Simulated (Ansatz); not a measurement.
Set up this calculation in Ansatz 0.2.0, as the native input.

* Task: elastic constants
* Functional: PBEsol
* Potentials or basis: Ansatz PAW
* Cutoff: 420 eV (not typed: the program's choice for these potentials)
* k mesh: 7 × 7 × 7
* Occupations: fermi-dirac, width 0.05 eV
* Spin: no spin polarisation
* Atoms under strain: clamped

Crystal: PbO2.

```
CELL_PARAMETERS angstrom
0.00000 2.70199 2.70199
2.70199 0.00000 2.70199
2.70199 2.70199 0.00000
ATOMIC_POSITIONS crystal
Pb 0.00000 0.00000 0.00000
O 0.75000 0.75000 0.75000
O 0.25000 0.25000 0.25000
```

The cell comes from a database or a generator and needn't be the stable form of this composition.

These files were run (other wordings do the same):

input.yaml

```yaml
crystal:
  lattice:
    - [0.0, 2.701992, 2.701992]
    - [2.701992, 0.0, 2.701992]
    - [2.701992, 2.701992, 0.0]
  atoms:
    - { symbol: Pb, position: [0.0, 0.0, 0.0] }
    - { symbol: O, position: [0.75, 0.75, 0.75] }
    - { symbol: O, position: [0.25, 0.25, 0.25] }
hamiltonian:
  xc: pbesol
  pseudopotentials: { kind: paw }
kpoints:
  mp_grid: { grid: [7, 7, 7] }
scf:
  occupations: { method: fermi_dirac, width: 0.05 }
output:
  forces: true
  stress: true
elastic:
  mode: clamped_ion
  stencil: two_point
```

Potentials or basis: Ansatz PAW.

Run with:

```sh
$ ansatz run input.yaml --threads 2 --pin off --max-ram 5632MiB --backend cpu --events-out ev --progress --plain --runs-dir out
```

Results of the run:

```
Pressure                                    : -5.8 GPa
Band gap on the k mesh                      : none (metal or under the smearing width)
Clamped-ion elastic constants C11, C12, C44 : 276, 40, -1 GPa
Voigt bulk modulus                          : 119 GPa
```

Caveat: the cell is more than 3 GPa from zero pressure, which shifts response properties; the elastic tensor has a negative eigenvalue, so either the cell is unstable as it stands or the mesh is too thin; the pressure holds a Pulay correction of +0.6 GPa for the finite cutoff; the PAW data sets come from PBE, with cores solved anew for the run's functional, which leaves a small shift of forces and pressure.

Run time: 6.4 s on 2 threads of Arm Neoverse V1, on a shared host, peak memory 0.35 GiB.
